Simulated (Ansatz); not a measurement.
As:

```xyz
2
Lattice="1.8808 1.0859 3.5141 -1.8808 1.0859 3.5141 0.0000 -2.1718 3.5141" Properties=species:S:1:pos:R:3 pbc="T T T"
As    0.0000    0.0000    2.3825
As    0.0000    0.0000    8.1597
```

```yaml
Program: Ansatz 0.2.0
Task: relaxation of cell and atoms
Functional: PBE
Potentials_or_basis: Ansatz PAW
Cutoff: "420 eV (not typed: the program's choice for these potentials)"
k_mesh: 9 × 9 × 9
Occupations: fermi-dirac, width 0.05 eV
Spin: no spin polarisation
```

At the start: volume 21.53 Å³/atom.

Problem. Where does the relaxation end?

Solution. It ends after 7 steps and the volume is 22.63 Å³/atom (+5.1 %); space group R-3m (No. 166, to 0.05 Å).

Step by step:
```tsv
step	energy change (eV)	largest force (eV/Å)	volume (Å³)
1	0.0000	0.4286	43.06
2	-0.0236	0.0071	45.64
3	-0.0241	0.1055	44.99
4	-0.0249	0.0039	45.17
5	-0.0249	0.0005	45.19
6	-0.0249	0.0010	45.26
7	-0.0253	0.0008	45.26
```

Final structure:
```
As
1.0
     1.90380    1.09916    3.60452
    -1.90380    1.09916    3.60452
     0.00000   -2.19832    3.60452
As
2
Direct
  0.22633 0.22633 0.22633
  0.77367 0.77367 0.77367
```

Caveat: the plane-wave basis is chosen anew once the cell has moved, so the energies of steps on either side of that aren't comparable.
